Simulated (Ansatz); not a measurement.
The system is Be2C.

```
C Be
1.0
     0.00000    2.16500    2.16500
     2.16500    0.00000    2.16500
     2.16500    2.16500    0.00000
C Be
1 2
Direct
  0.00000 0.00000 0.00000
  0.75000 0.75000 0.75000
  0.25000 0.25000 0.25000
```

Base run:

| Property | Result |
| --- | --- |
| Program | Ansatz 0.2.0 |
| Functional | HSE06 form with a typed share of exact exchange |
| Potentials or basis | Ansatz PAW |
| Cutoff | 420 eV (not typed: the program's choice for these potentials) |
| k mesh | 6 × 6 × 6 |
| Occupations | fermi-dirac, width 0.05 eV |
| Spin | no spin polarisation |

Its results: band gap on the k mesh 2.21 eV, indirect (least direct gap 5.44 eV); pressure -3.6 GPa.

Task: After a change of settings the same cell gave: band gap on the k mesh 2.06 eV, indirect (least direct gap 5.28 eV); pressure -3.5 GPa. Which change was it?
A. screening (1/å) from 0.1 to 0.6
B. screening (1/å) from 0.1 to 0.4
C. screening (1/å) from 0.1 to 0.15
D. screening (1/å) from 0.1 to 0.3

Result: C.

Caveats: the PAW data sets come from PBE, with cores solved anew for the run's functional, which leaves a small shift of forces and pressure; the thresholds are loose for stress.
